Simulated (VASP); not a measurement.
# As (R-3m) in VASP: settings compared

One crystal, As, is run at these levels: PBEsol, LDA; tasks: relaxation of cell and atoms.

Program: VASP 6.6.1. These are calculated values, not measurements. Logs are shortened: lines on timing, memory, paths and dates and some standing lists are left out, and cuts for length are marked.

## Step 1: Starting point

It takes space group R-3m (No. 166, trigonal). The conventional cell has a = 3.787 Å, b = 3.787 Å, c = 10.103 Å, α = 90.00°, β = 90.00°, γ = 120.00°. As (site symmetry 3m) has 3 As at 2.54 Å as nearest neighbours.

## Step 2: Relaxation of cell and atoms, PBEsol

File INCAR:

```
SYSTEM = As
PREC = Accurate ; ENCUT = 600
EDIFF = 1E-7 ; ISMEAR = 0
SIGMA = 0.03 ; LREAL = .False.
LASPH = .True. ; NELM = 80
ALGO = Normal ; ISIF = 3
LWAVE = .False. ; LCHARG = .False.
GGA = PS ; IBRION = 2
NSW = 90 ; EDIFFG = -0.005
```

File KPOINTS:

```
regular mesh
0
Gamma
  12 12 10
  0 0 0
```

File POSCAR:

```
As                                      
1.0
    1.8937133492      1.0933359119      3.3677547655
   -1.8937133492      1.0933359119      3.3677547655
    0.0000000000     -2.1866718238      3.3677547655
  As            
     2
Direct
     0.7695710555169817    0.7695710555169817    0.7695710555169818
     0.2304289444830182    0.2304289444830182    0.2304289444830183
```

Potentials or basis: VASP PAW PBE potentials, release 64 (As).

The run is started by

```bash
$ cat potpaw_PBE.64/As/POTCAR > POTCAR
$ mpirun -np 1 vasp_std > vasp.out
```

OUTCAR:

```text
SYSTEM = As
   PREC = Accurate
   ENCUT = 600
   EDIFF = 1E-7
   ISMEAR = 0
   LREAL = .False.
   LASPH = .True.
   NELM = 80
   ISIF = 3
   GGA = PS
   IBRION = 2
   NSW = 90
   EDIFFG = -0.005

 ion  position               nearest neighbor table
   1  0.770  0.770  0.770-   2 2.54   2 2.54   2 2.54
   2  0.230  0.230  0.230-   1 2.54   1 2.54   1 2.54

  LATTYP: Found a trigonal (rhomboedric) cell.
 ALAT       =     4.0153836461
 COS(alpha) =     0.5551594335

  Lattice vectors:

 A1 = (   1.8937133492,   1.0933359119,   3.3677547655)
 A2 = (  -1.8937133492,   1.0933359119,   3.3677547655)
 A3 = (   0.0000000000,  -2.1866718238,   3.3677547655)

Analysis of symmetry for initial positions (statically):
=====================================================================
 Subroutine PRICEL returns:
 Original cell was already a primitive cell.

 Routine SETGRP: Setting up the symmetry group for a
 trigonal (rhombohedral) supercell.

 Subroutine GETGRP returns: Found 12 space group operations
 (whereof 12 operations were pure point group operations)
 out of a pool of 12 trial point group operations.

The static configuration has the point symmetry D_3d.

Analysis of symmetry for dynamics (positions and initial velocities):
=====================================================================
 Subroutine PRICEL returns:
 Original cell was already a primitive cell.

 Routine SETGRP: Setting up the symmetry group for a
 trigonal (rhombohedral) supercell.

 Subroutine GETGRP returns: Found 12 space group operations
 (whereof 12 operations were pure point group operations)
 out of a pool of 12 trial point group operations.

The dynamic configuration has the point symmetry D_3d.

 Subroutine INISYM returns: Found 12 space group operations
 (whereof 12 operations are pure point group operations),
 and found     1 'primitive' translations

----------------------------------------------------------------------------------------

                                     Primitive cell

  volume of cell :      41.8369

  direct lattice vectors                    reciprocal lattice vectors
     1.893713349  1.093335912  3.367754765     0.264031513  0.152438665  0.098977912
    -1.893713349  1.093335912  3.367754765    -0.264031513  0.152438665  0.098977912
     0.000000000 -2.186671824  3.367754765     0.000000000 -0.304877330  0.098977912

  length of vectors
     4.015383646  4.015383646  4.015383646     0.320541438  0.320541438  0.320541438

  position of ions in fractional coordinates (direct lattice)
     0.769571056  0.769571056  0.769571056
     0.230428944  0.230428944  0.230428944

  ion indices of the primitive-cell ions
   primitive index   ion index
                 1           1
                 2           2

----------------------------------------------------------------------------------------

 KPOINTS: regular mesh

Automatic generation of k-mesh.
 Grid dimensions read from file:
 generate k-points for:   12   12   10

 Generating k-lattice:

  Cartesian coordinates                     Fractional coordinates (reciprocal lattice)
     0.022002626  0.012703222  0.008248159     0.083333333  0.000000000  0.000000000
    -0.022002626  0.012703222  0.008248159     0.000000000  0.083333333  0.000000000
     0.000000000 -0.030487733  0.009897791     0.000000000  0.000000000  0.100000000

  Length of vectors
     0.026711786  0.026711786  0.032054144

  Shift w.r.t. Gamma in fractional coordinates (k-lattice)
     0.000000000  0.000000000  0.000000000

 -----------------------------------------------------------------------------
|                                                                             |
|           W    W    AA    RRRRR   N    N  II  N    N   GGGG   !!!           |
|           W    W   A  A   R    R  NN   N  II  NN   N  G    G  !!!           |
|           W    W  A    A  R    R  N N  N  II  N N  N  G       !!!           |
|           W WW W  AAAAAA  RRRRR   N  N N  II  N  N N  G  GGG   !            |
|           WW  WW  A    A  R   R   N   NN  II  N   NN  G    G                |
|           W    W  A    A  R    R  N    N  II  N    N   GGGG   !!!           |
|                                                                             |
|     Your reciprocal lattice and k-lattice belong to different lattice       |
|     classes:                                                                |
[... 42 lines left out ...]
 [... further k-points ...]
   k-points           NKPTS =    391   k-points in BZ     NKDIM =    391   number of bands    NBANDS=      9
   number of dos      NEDOS =    301   number of ions     NIONS =      2
   total plane-waves  NPLWV =  32768
   dimension x,y,z NGX =    32 NGY =   32 NGZ =   32
   dimension x,y,z NGXF=    64 NGYF=   64 NGZF=   64
   ions per type =               2
   NGX,Y,Z   is equivalent  to a cutoff of  13.25, 13.25, 13.25 a.u.
   NGXF,Y,Z  is equivalent  to a cutoff of  26.50, 26.50, 26.50 a.u.
 SYSTEM =  As
   PREC   = accura    normal or accurate (medium, high low for compatibility)
   ISTART =      0    job   : 0-new  1-cont  2-samecut
   ICHARG =      2    charge: 1-file 2-atom 10-const
   ISPIN  =      1    spin polarized calculation?
   LNONCOLLINEAR =      F non collinear calculations
   LSORBIT =      F    spin-orbit coupling
   LASPH  =      T    aspherical Exc in radial PAW
   ENCUT  =  600.0 eV  44.10 Ry    6.64 a.u.   8.02  8.02  8.02*2*pi/ulx,y,z
   NELM   =     80;   NELMIN=  2; NELMDL= -5     # of ELM steps
   EDIFF  = 0.1E-06   stopping-criterion for ELM
   LREAL  =      F    real-space projection
   EDIFFG = -.5E-02   stopping-criterion for IOM
   NSW    =     90    number of steps for IOM
   IBRION =      2    ionic relax: 0-MD 1-quasi-New 2-CG
   NFREE  =      1    steps in history (QN), initial steepest desc. (CG)
   ISIF   =      3    stress and relaxation
   ISYM   =      2    0-nonsym 1-usesym 2-fastsym
   POTIM  = 0.5000    time-step for ionic-motion
   TEBEG  =    0.0;   TEEND  =   0.0 temperature during run
   PSTRESS=    0.0 pullay stress
   NELECT =      10.0000    total number of electrons
   NUPDOWN=      -1.0000    fix difference up-down
   EMIN   =  10.00;   EMAX   =-10.00  energy-range for DOS
   EFERMI =   0.00;   METHOD = LEGACY
   ISMEAR =     0;   SIGMA  =   0.03  broadening in eV -4-tet -1-fermi 0-gaus
   EFERMI_NEDOS =   21; number of points for ismear=-14 and -15
   IALGO  =     38    algorithm
   IMIX   =      4    mixing-type and parameters
     AMIX     =   0.40;   BMIX     =  1.00
     AMIX_MAG =   1.60;   BMIX_MAG =  1.00
  volume/ion in A,a.u.               =      20.92       141.16
  Fermi-wavevector in a.u.,A,eV,Ry     =   1.015987  1.919938 14.044346  1.032230
  Thomas-Fermi vector in A             =   2.149305
   LORBIT       =      0    0 simple, 1 ext, 2 COOP (PROOUT), +10 PAW based schemes
   GGA     = PS    functional components
   LHFCALC =     F    Hartree Fock is set to
   AEXX    =    0.0000 exact exchange contribution
   IVDW    =     0    specifies the selected vdW correction
   LEPSILON=     F    determine dielectric tensor
   LRPA    =     F    only Hartree local field effects (RPA)
 conjugate gradient relaxation of ions
 non-spin polarized calculation
 Gauss-broadening in eV      SIGMA  =   0.03
  energy-cutoff  :      600.00
  volume of cell :       41.84
 maximum number of plane-waves:      1417
   NGX = 15   NGY = 15   NGZ = 15

--------------------------------------- Ionic step        1  -------------------------------------------

 number of electron       9.9999999 magnetization

 number of electron      10.0000000 magnetization

 Free energy of the ion-electron system (eV)
  ---------------------------------------------------
  ext. energy  EPLUGINS =         0.00000000
  ---------------------------------------------------
  free energy    TOTEN  =       -10.21459421 eV

  energy without entropy =      -10.21452826  energy(sigma->0) =      -10.21456124

------------------------ aborting loop because EDIFF is reached ----------------------------------------

  FORCE on cell =-STRESS in cart. coord.  units (eV):
  Direction    XX          YY          ZZ          XY          YZ          ZX
  --------------------------------------------------------------------------------------
  -------------------------------------------------------------------------------------
  Total       -0.0035642     -0.0035642      0.0114151      0.0000000      0.0000000      0.0000000
  in kB       -0.1364947     -0.1364947      0.4371488      0.0000000      0.0000000      0.0000000
  external PRESSURE =       0.0547198 kB  Pullay stress =       0.0000000 kB

 VOLUME and BASIS-vectors are now :
 -----------------------------------------------------------------------------
  energy-cutoff  :      600.00
  volume of cell :       41.84
      direct lattice vectors                 reciprocal lattice vectors
     1.893713349  1.093335912  3.367754765     0.264031513  0.152438665  0.098977912
    -1.893713349  1.093335912  3.367754765    -0.264031513  0.152438665  0.098977912
     0.000000000 -2.186671824  3.367754765     0.000000000 -0.304877330  0.098977912

 POSITION                                       TOTAL-FORCE (eV/Angst)
 -----------------------------------------------------------------------------------
      0.00000      0.00000      7.77518         0.000000      0.000000      0.001405
      0.00000      0.00000      2.32808         0.000000     -0.000000     -0.001405
 -----------------------------------------------------------------------------------
    total drift:                                0.000000      0.000000     -0.000000

  FREE ENERGIE OF THE ION-ELECTRON SYSTEM (eV)
  ---------------------------------------------------
  free  energy   TOTEN  =       -10.2145942130 eV

  energy  without entropy=      -10.2145282573  energy(sigma->0) =      -10.21456124

--------------------------------------- Ionic step        2  -------------------------------------------

 number of electron       9.9999999 magnetization

 Free energy of the ion-electron system (eV)
  ---------------------------------------------------
  ext. energy  EPLUGINS =         0.00000000
  ---------------------------------------------------
  free energy    TOTEN  =       -10.21459741 eV

  energy without entropy =      -10.21453229  energy(sigma->0) =      -10.21456485

 E-fermi :   5.6498     XC(G=0): -10.2590

 val. band max:        5.6412519602   @ k =   0.4167   0.0833   0.1000
 cond. band min:       5.6778919557   @ k =   0.3333   0.1667   0.2000
 fundamental gap:      0.0366399955
 Fermi energy:         5.6498437916

 k-point     1 :       0.0000    0.0000    0.0000
  band No.  band energies     occupation
      1      -9.5224      2.00000
      2       0.0248      2.00000
      3       3.2231      2.00000
      4       3.5382      2.00000
      5       3.5382      2.00000
      6       7.7035      0.00000
      7       8.7222      0.00000
      8       8.7222      0.00000
      9      12.0395      0.00000
[... 265 lines left out ...]
 k-point    24 :      -0.4167    0.1667    0.0000
  band No.  band energies     occupation
      1      -6.4678      2.00000
      2      -5.5067      2.00000
      3       1.0355      2.00000
      4       2.7840      2.00000
      5       3.6055      2.00000
      6       6.7332      0.00000
      7       7.0667      0.00000
      8       9.1868      0.00000
      9      13.5916      0.00000

 [... further k-points ...]

------------------------ aborting loop because EDIFF is reached ----------------------------------------

  FORCE on cell =-STRESS in cart. coord.  units (eV):
  Direction    XX          YY          ZZ          XY          YZ          ZX
  --------------------------------------------------------------------------------------
  -------------------------------------------------------------------------------------
  Total       -0.0024313     -0.0024313      0.0065990      0.0000000      0.0000000      0.0000000
  in kB       -0.0930991     -0.0930991      0.2526886      0.0000000      0.0000000      0.0000000
  external PRESSURE =       0.0221635 kB  Pullay stress =       0.0000000 kB

 VOLUME and BASIS-vectors are now :
 -----------------------------------------------------------------------------
  energy-cutoff  :      600.00
  volume of cell :       41.84
      direct lattice vectors                 reciprocal lattice vectors
     1.893550540  1.093241914  3.368682065     0.264054214  0.152451772  0.098950666
    -1.893550540  1.093241914  3.368682065    -0.264054214  0.152451772  0.098950666
    -0.000000000 -2.186483827  3.368682065     0.000000000 -0.304903543  0.098950666

 POSITION                                       TOTAL-FORCE (eV/Angst)
 -----------------------------------------------------------------------------------
     -0.00000      0.00000      7.77739        -0.000000      0.000000      0.002044
     -0.00000      0.00000      2.32866         0.000000      0.000000     -0.002044
 -----------------------------------------------------------------------------------
    total drift:                               -0.000000     -0.000000      0.000000

  FREE ENERGIE OF THE ION-ELECTRON SYSTEM (eV)
  ---------------------------------------------------
  free  energy   TOTEN  =       -10.2145974104 eV

  energy  without entropy=      -10.2145322851  energy(sigma->0) =      -10.21456485

 reached required accuracy - stopping structural energy minimisation
```

Run time: 1.9 min. Hardware: 1 thread of Intel Xeon Platinum 8488C (Sapphire Rapids), shared host; peak memory 0.31 GiB.

Results:

```
Free energy                            : -10.2146 eV
Relaxed volume                         : 20.92 Å³/atom
Relaxed cell                           : a = 4.016 Å, b = 4.016 Å, c = 4.016 Å, α = 56.26°, β = 56.26°, γ = 56.26°
Space group after relaxing (to 0.05 Å) : R-3m (No. 166)
Energy gained by relaxing              : 0.0 meV/atom
Ionic steps                            : 2
Pressure after relaxing                : 0.0 GPa
Band gap on the k mesh                 : none (metal or under the smearing width)
```

Forces on the atoms (eV/Å):
```
As   0.000  0.000  0.002
As   0.000  0.000 -0.002
```

Final structure:
```
CELL_PARAMETERS angstrom
1.89355 1.09324 3.36868
-1.89355 1.09324 3.36868
0.00000 -2.18648 3.36868
ATOMIC_POSITIONS crystal
As 0.76958 0.76958 0.76958
As 0.23042 0.23042 0.23042
```

Caveat: the PAW data sets were made with another functional, which shifts forces and pressure a little.

## Step 3: Relaxation of cell and atoms, LDA

This run uses another cell than the first one, of 21.53 Å³/atom, 1.029 times its volume.

File INCAR:

```
PREC = Accurate
ENCUT = 600
EDIFF = 1E-6
ISMEAR = 0
SIGMA = 0.03
LREAL = False
LASPH = True
NELM = 80
ALGO = Normal
ISIF = 3
LWAVE = False
LCHARG = False
IBRION = 2
NSW = 90
EDIFFG = -0.01
```

File KPOINTS:

```
regular mesh
0
Gamma
  12 12 10
```

File POSCAR:

```
As
1.0
    1.8807968987      1.0858785957      3.5140619945
   -1.8807968987      1.0858785957      3.5140619945
    0.0000000000     -2.1717571915      3.5140619945
As
2
Direct
    0.7740000000      0.7740000000      0.7740000000
    0.2260000000      0.2260000000      0.2260000000
```

Potentials or basis: VASP PAW LDA potentials, release 64 (As).

The run is started by

```bash
$ cat potpaw_LDA.64/As/POTCAR > POTCAR
$ mpirun -np 1 vasp_std > vasp.out
```

Wall time 9.1 min (1 thread of Intel Xeon Platinum 8488C (Sapphire Rapids), shared host); peak memory 0.31 GiB.

The run converged. Its results:

| Property | Result |
| --- | --- |
| Free energy | -10.7820 eV |
| Relaxed volume | 20.43 Å³/atom |
| Relaxed cell | a = 3.974 Å, b = 3.974 Å, c = 3.974 Å, α = 56.55°, β = 56.55°, γ = 56.55° |
| Space group after relaxing (to 0.05 Å) | R-3m (No. 166) |
| Energy gained by relaxing | 13.2 meV/atom |
| Ionic steps | 7 |
| Pressure after relaxing | 0.0 GPa |
| Largest force after relaxing | 0.008 eV/Å |
| Band gap on the k mesh | none (metal or under the smearing width) |

Forces on the atoms (eV/Å):
```
As   0.000  0.000  0.008
As   0.000  0.000 -0.008
```

Step by step:
```tsv
step	energy change (eV)	largest force (eV/Å)	pressure (GPa)	volume (Å³)
1	0.0000	0.3224	-0.86	43.06
2	-0.0113	0.1772	-0.40	42.34
3	-0.0168	0.0076	0.30	41.40
4	-0.0232	0.0595	-0.25	41.32
5	-0.0252	0.1025	-0.70	41.24
6	-0.0248	0.0986	0.89	40.40
7	-0.0264	0.0075	0.01	40.85
```

Final structure:
```
As
1.0
     1.88270    1.08698    3.32714
    -1.88270    1.08698    3.32714
     0.00000   -2.17396    3.32714
As
2
Direct
  0.76907 0.76907 0.76907
  0.23093 0.23093 0.23093
```

Levels at points of the mesh, in eV from the Fermi level:
```
           k point  band 2  band 3  band 4  band 5  band 6  band 7  band 8  band 9
(0.00, 0.00, 0.00)   -5.57   -2.46   -2.17   -2.17    2.12    3.12    3.12    6.39
(0.50, 0.00, 0.00)  -11.48   -2.62   -2.42   -0.39   -0.34    0.17    0.75    9.43
(0.50, 0.50, 0.00)   -9.62   -6.54   -4.51   -4.44    1.49    5.74    6.69    7.78
(0.50, 0.50, 0.50)  -10.59   -1.79   -1.79   -0.74    0.23    0.23    1.50    8.49
```

[end of part 1 of 2]
